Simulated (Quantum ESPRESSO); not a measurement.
# Sr (P-1) in Quantum ESPRESSO: reference runs

Reference runs on Sr: the cell as given.

Program: Quantum ESPRESSO 7.5. These are calculated values, not measurements. Logs are shortened: lines on timing, memory, paths and dates and some standing lists are left out, and cuts for length are marked.

## Step 1: Starting point

The typed cell holds 1 atom: a = 11.259 Å, b = 9.458 Å, c = 4.808 Å, α = 92.49°, β = 94.21°, γ = 116.96°.

## Step 2: Single point, PBE

pw.in reads:

```
&CONTROL
  calculation = 'scf'
  prefix = 'pwscf'
  outdir = './tmp'
  pseudo_dir = './pseudo'
  tprnfor = .true.
  tstress = .true.
  disk_io = 'nowf'
/
&SYSTEM
  ibrav = 0
  nat = 1
  ntyp = 1
  ecutwfc = 55
  ecutrho = 440
  nbnd = 10
  occupations = 'smearing'
  smearing = 'fd'
  degauss = 0.00367493
/
&ELECTRONS
  conv_thr = 2d-10
  electron_maxstep = 120
  mixing_beta = 0.5
/
ATOMIC_SPECIES
Sr    87.6200 Sr_pbe_v1.uspp.F.UPF
CELL_PARAMETERS angstrom
  11.2221092300    0.8201274200   -0.4085195900
  -4.9008034400    8.0854349600   -0.2352951800
  -0.1643767400   -0.2042255400    4.8007069300
ATOMIC_POSITIONS crystal
Sr     0.0000000000    0.0000000000    0.0000000000
K_POINTS automatic
3 3 6 0 0 0
```

Potentials or basis: SSSP 1.3 efficiency PBE.

Started as:

```bash
$ OMP_NUM_THREADS=1 pw.x -in pw.in > pw.out
```

pw.out:

```text
This program is part of the open-source Quantum ESPRESSO suite
     for quantum simulation of materials; please cite
[... 9 lines left out ...]
     --------------------
     sticks:   dense  smooth     PW     G-vecs:    dense   smooth      PW
     Sum       11863    5933   1641               476933   168653   24533

     Using Slab Decomposition

     bravais-lattice index     =            0
     lattice parameter (alat)  =      21.2773  a.u.
     unit-cell volume          =    3059.9056 (a.u.)^3
     number of atoms/cell      =            1
     number of atomic types    =            1
     number of electrons       =        10.00
     number of Kohn-Sham states=           10
     kinetic-energy cutoff     =      55.0000  Ry
     charge density cutoff     =     440.0000  Ry
     scf convergence threshold =      2.0E-10
     mixing beta               =       0.5000
     number of iterations used =            8  plain     mixing
     Exchange-correlation= SLA  PW   PBE  PBE
                           (   1   4   3   4   0   0   0)

     celldm(1)=  21.277278  celldm(2)=   0.000000  celldm(3)=   0.000000
     celldm(4)=   0.000000  celldm(5)=   0.000000  celldm(6)=   0.000000

     crystal axes: (cart. coord. in units of alat)
               a(1) = (   0.996684   0.072839  -0.036282 )
               a(2) = (  -0.435261   0.718102  -0.020898 )
               a(3) = (  -0.014599  -0.018138   0.426371 )

     reciprocal axes: (cart. coord. in units 2 pi/alat)
               b(1) = (  0.962668  0.585183  0.057856 )
               b(2) = ( -0.095695  1.336115  0.053563 )
               b(3) = (  0.077229  0.115283  2.352922 )

     PseudoPot. # 1 for Sr read from file:
     Sr_pbe_v1.uspp.F.UPF
     Pseudo is Ultrasoft + core correction, Zval = 10.0
     Generated by new atomic code, or converted to UPF format
     Using radial grid of  883 points,  6 beta functions with:
                l(1) =   0
                l(2) =   0
                l(3) =   1
                l(4) =   1
                l(5) =   2
                l(6) =   2
     Q(r) pseudized with  6 coefficients,  rinner =    1.400   1.400   1.400
                                                       1.400   1.400

     atomic species   valence    mass     pseudopotential
     Sr               10.00    87.62000     Sr( 1.00)

      2 Sym. Ops., with inversion, found

   Cartesian axes

     site n.     atom                  positions (alat units)
         1        Sr     tau(   1) = (   0.0000000   0.0000000   0.0000000  )

     number of k points=    28  Fermi-Dirac smearing, width (Ry)=  0.0037
                       cart. coord. in units 2pi/alat
        k(    1) = (   0.0000000   0.0000000   0.0000000), wk =   0.0370370
        k(    2) = (   0.0128714   0.0192138   0.3921537), wk =   0.0740741
        k(    3) = (   0.0257429   0.0384277   0.7843073), wk =   0.0740741
        k(    4) = (  -0.0386143  -0.0576415  -1.1764610), wk =   0.0370370
        k(    5) = (  -0.0318984   0.4453716   0.0178542), wk =   0.0740741
        k(    6) = (  -0.0190270   0.4645855   0.4100079), wk =   0.0740741
[... 20 lines left out ...]
        k(   27) = (   0.3270448  -0.2887383  -0.7828763), wk =   0.0740741
        k(   28) = (   0.3399162  -0.2695245  -0.3907226), wk =   0.0740741

     Dense  grid:   476933 G-vectors     FFT dimensions: ( 144, 120,  64)

     Smooth grid:   168653 G-vectors     FFT dimensions: ( 108,  90,  45)

     Initial potential from superposition of free atoms

     starting charge       9.9663, renormalised to      10.0000

     negative rho (up, down):  6.494E-02 0.000E+00
     Starting wfcs are   13 randomized atomic wfcs

     Self-consistent Calculation

     iteration #  1     ecut=    55.00 Ry     beta= 0.50
     Davidson diagonalization with overlap
     ethr =  1.00E-02,  avg # of iterations =  2.0

     Threshold (ethr) on eigenvalues was too large:
     Diagonalizing with lowered threshold

     Davidson diagonalization with overlap
     ethr =  2.14E-04,  avg # of iterations =  2.6

     negative rho (up, down):  6.512E-02 0.000E+00

     total energy              =     -70.04103196 Ry
     estimated scf accuracy    <       0.02167965 Ry

     iteration #  2     ecut=    55.00 Ry     beta= 0.50
     Davidson diagonalization with overlap
     ethr =  2.17E-04,  avg # of iterations =  1.8

     negative rho (up, down):  6.646E-02 0.000E+00

     total energy              =     -70.04213229 Ry
     estimated scf accuracy    <       0.00313079 Ry

     iteration #  3     ecut=    55.00 Ry     beta= 0.50
     Davidson diagonalization with overlap
     ethr =  3.13E-05,  avg # of iterations =  4.2

     negative rho (up, down):  6.714E-02 0.000E+00

     total energy              =     -70.04266883 Ry
     estimated scf accuracy    <       0.00019600 Ry

     iteration #  4     ecut=    55.00 Ry     beta= 0.50
     Davidson diagonalization with overlap
     ethr =  1.96E-06,  avg # of iterations =  4.2

     negative rho (up, down):  6.727E-02 0.000E+00

     total energy              =     -70.04272947 Ry
     estimated scf accuracy    <       0.00001655 Ry

     iteration #  5     ecut=    55.00 Ry     beta= 0.50
     Davidson diagonalization with overlap
     ethr =  1.66E-07,  avg # of iterations =  2.9

     negative rho (up, down):  6.721E-02 0.000E+00

     total energy              =     -70.04273624 Ry
     estimated scf accuracy    <       0.00000219 Ry

     iteration #  6     ecut=    55.00 Ry     beta= 0.50
     Davidson diagonalization with overlap
     ethr =  2.19E-08,  avg # of iterations =  2.8

     negative rho (up, down):  6.722E-02 0.000E+00

     total energy              =     -70.04273710 Ry
     estimated scf accuracy    <       0.00000010 Ry

     iteration #  7     ecut=    55.00 Ry     beta= 0.50
     Davidson diagonalization with overlap
     ethr =  1.03E-09,  avg # of iterations =  3.3

     negative rho (up, down):  6.721E-02 0.000E+00

     total energy              =     -70.04273743 Ry
     estimated scf accuracy    <          9.5E-09 Ry

     iteration #  8     ecut=    55.00 Ry     beta= 0.50
     Davidson diagonalization with overlap
     ethr =  9.49E-11,  avg # of iterations =  3.2

     negative rho (up, down):  6.721E-02 0.000E+00

     total energy              =     -70.04273759 Ry
     estimated scf accuracy    <          9.2E-10 Ry

     iteration #  9     ecut=    55.00 Ry     beta= 0.50
     Davidson diagonalization with overlap
     ethr =  9.19E-12,  avg # of iterations =  3.3

     negative rho (up, down):  6.721E-02 0.000E+00

     End of self-consistent calculation

          k = 0.0000 0.0000 0.0000 ( 21107 PWs)   bands (ev):

   -39.5751 -21.5305 -21.5303 -21.4341  -3.0968  -0.5868  -0.5291  -0.4073
    -0.2608  -0.1911

          k = 0.0129 0.0192 0.3922 ( 21076 PWs)   bands (ev):

   -39.5749 -21.5300 -21.5298 -21.4404  -2.8609  -0.5232  -0.4762  -0.4297
    -0.1743  -0.1139

          k = 0.0257 0.0384 0.7843 ( 21070 PWs)   bands (ev):

   -39.5745 -21.5289 -21.5288 -21.4528  -2.2076  -0.5464  -0.5110  -0.4646
     0.0186   0.0570

          k =-0.0386-0.0576-1.1765 ( 21074 PWs)   bands (ev):

   -39.5744 -21.5284 -21.5282 -21.4590  -1.4919  -0.9880  -0.5777  -0.5618
     0.1287   0.1530

          k =-0.0319 0.4454 0.0179 ( 21078 PWs)   bands (ev):

   -39.5751 -21.5305 -21.5303 -21.4341  -3.0766  -0.7315  -0.5695  -0.4753
    -0.2376  -0.1656

          k =-0.0190 0.4646 0.4100 ( 21063 PWs)   bands (ev):

   -39.5749 -21.5300 -21.5298 -21.4404  -2.8377  -0.6746  -0.5537  -0.4027
    -0.1560  -0.0908

          k =-0.0062 0.4838 0.8022 ( 21081 PWs)   bands (ev):

   -39.5745 -21.5289 -21.5288 -21.4528  -2.1785  -0.5996  -0.5562  -0.4491
     0.0311   0.0683

          k =-0.0705 0.3877-1.1586 ( 21067 PWs)   bands (ev):

   -39.5744 -21.5284 -21.5282 -21.4590  -1.4639  -0.9662  -0.5906  -0.5787
     0.1405   0.1552

          k =-0.0576 0.4069-0.7665 ( 21073 PWs)   bands (ev):

   -39.5745 -21.5289 -21.5288 -21.4528  -2.1860  -0.5815  -0.5481  -0.4430
     0.0362   0.0577

          k =-0.0448 0.4262-0.3743 ( 21105 PWs)   bands (ev):

   -39.5749 -21.5300 -21.5298 -21.4404  -2.8409  -0.6558  -0.5408  -0.4035
    -0.1522  -0.1009

          k = 0.3209 0.1951 0.0193 ( 21072 PWs)   bands (ev):

   -39.5751 -21.5305 -21.5303 -21.4341  -3.0901  -0.7053  -0.5345  -0.4280
    -0.2433  -0.1689

          k = 0.3338 0.2143 0.4114 ( 21063 PWs)   bands (ev):

   -39.5749 -21.5300 -21.5298 -21.4404  -2.8528  -0.6564  -0.4502  -0.4383
    -0.1622  -0.0937

          k = 0.3466 0.2335 0.8036 ( 21056 PWs)   bands (ev):

   -39.5745 -21.5289 -21.5288 -21.4528  -2.1973  -0.5907  -0.5154  -0.4607
     0.0221   0.0688

          k = 0.2823 0.1374-1.1572 ( 21081 PWs)   bands (ev):

   -39.5744 -21.5284 -21.5282 -21.4590  -1.4842  -0.9813  -0.5866  -0.5629
     0.1304   0.1577

          k = 0.2951 0.1566-0.7650 ( 21072 PWs)   bands (ev):

   -39.5745 -21.5289 -21.5288 -21.4528  -2.2019  -0.5715  -0.5136  -0.4579
     0.0208   0.0642

          k = 0.3080 0.1758-0.3729 ( 21083 PWs)   bands (ev):

   -39.5749 -21.5300 -21.5298 -21.4404  -2.8548  -0.6312  -0.4495  -0.4383
    -0.1638  -0.0981

          k = 0.2890 0.6404 0.0371 ( 21093 PWs)   bands (ev):

   -39.5751 -21.5305 -21.5303 -21.4341  -3.0738  -0.7195  -0.6602  -0.4748
    -0.2051  -0.1580

          k = 0.3019 0.6596 0.4293 ( 21083 PWs)   bands (ev):

   -39.5749 -21.5300 -21.5298 -21.4404  -2.8356  -0.6685  -0.6041  -0.3993
    -0.1334  -0.0915

          k = 0.3147 0.6789 0.8214 ( 21064 PWs)   bands (ev):

   -39.5745 -21.5289 -21.5288 -21.4528  -2.1773  -0.5988  -0.5651  -0.4452
     0.0384   0.0623

          k = 0.2504 0.5828-1.1393 ( 21082 PWs)   bands (ev):

   -39.5744 -21.5284 -21.5282 -21.4590  -1.4600  -0.9629  -0.5911  -0.5832
     0.1436   0.1529

          k = 0.2632 0.6020-0.7472 ( 21082 PWs)   bands (ev):

   -39.5745 -21.5289 -21.5288 -21.4528  -2.1800  -0.5860  -0.5721  -0.4420
     0.0416   0.0585

          k = 0.2761 0.6212-0.3550 ( 21093 PWs)   bands (ev):

   -39.5749 -21.5300 -21.5298 -21.4404  -2.8368  -0.6539  -0.6155  -0.3981
    -0.1303  -0.0938

          k = 0.3528-0.2503 0.0014 ( 21093 PWs)   bands (ev):

   -39.5751 -21.5305 -21.5303 -21.4341  -3.0778  -0.7336  -0.5448  -0.4845
    -0.2338  -0.1688

          k = 0.3657-0.2311 0.3936 ( 21087 PWs)   bands (ev):

   -39.5749 -21.5300 -21.5298 -21.4404  -2.8411  -0.6622  -0.5365  -0.4078
    -0.1492  -0.0981

          k = 0.3785-0.2119 0.7857 ( 21082 PWs)   bands (ev):

   -39.5745 -21.5289 -21.5288 -21.4528  -2.1847  -0.5863  -0.5510  -0.4448
     0.0352   0.0607

          k = 0.3142-0.3080-1.1750 ( 21078 PWs)   bands (ev):

   -39.5744 -21.5284 -21.5282 -21.4590  -1.4644  -0.9666  -0.5908  -0.5780
     0.1411   0.1544

          k = 0.3270-0.2887-0.7829 ( 21077 PWs)   bands (ev):

   -39.5745 -21.5289 -21.5288 -21.4528  -2.1820  -0.5969  -0.5450  -0.4478
     0.0331   0.0632

          k = 0.3399-0.2695-0.3907 ( 21097 PWs)   bands (ev):

   -39.5749 -21.5300 -21.5298 -21.4404  -2.8399  -0.6724  -0.5255  -0.4088
    -0.1538  -0.0983

     the Fermi energy is    -1.2212 ev

!    total energy              =     -70.04273776 Ry
     estimated scf accuracy    <          1.5E-10 Ry
     smearing contrib. (-TS)   =      -0.00010157 Ry
     internal energy E=F+TS    =     -70.04263619 Ry

     The total energy is F=E-TS. E is the sum of the following terms:
     one-electron contribution =     -68.21832981 Ry
     hartree contribution      =      32.12563648 Ry
     xc contribution           =     -17.93371708 Ry
     ewald contribution        =     -16.01622578 Ry

     convergence has been achieved in   9 iterations

     negative rho (up, down):  6.721E-02 0.000E+00

     Forces acting on atoms (cartesian axes, Ry/au):

     atom    1 type  1   force =     0.00000000    0.00000000    0.00000000

     Total force =     0.000000     Total SCF correction =     0.000000

     Computing stress (Cartesian axis) and pressure

     negative rho (up, down):  6.721E-02 0.000E+00
          total   stress  (Ry/bohr**3)                   (kbar)     P=       -0.46
  -0.00000016   0.00000008   0.00000030           -0.02        0.01        0.04
   0.00000008  -0.00000027   0.00000037            0.01       -0.04        0.05
   0.00000030   0.00000037  -0.00000885            0.04        0.05       -1.30

=------------------------------------------------------------------------------=
   JOB DONE.
=------------------------------------------------------------------------------=
```

Wall time 60 s (1 thread of AMD EPYC 9R45 (Zen 5), shared host); peak memory 1.7 GiB.

Results:

| Quantity | Value |
| --- | --- |
| Free energy | -952.9800 eV |
| Pressure | 0.0 GPa |
| Band gap on the k mesh | 0.47 eV, indirect (least direct gap 0.50 eV) |

Stress tensor (GPa, compression positive):
```
 0.00  0.00  0.00
 0.00  0.00  0.01
 0.00  0.01 -0.13
```

Caveat: an odd mesh through Γ misses points on the zone boundary, where band edges often lie.
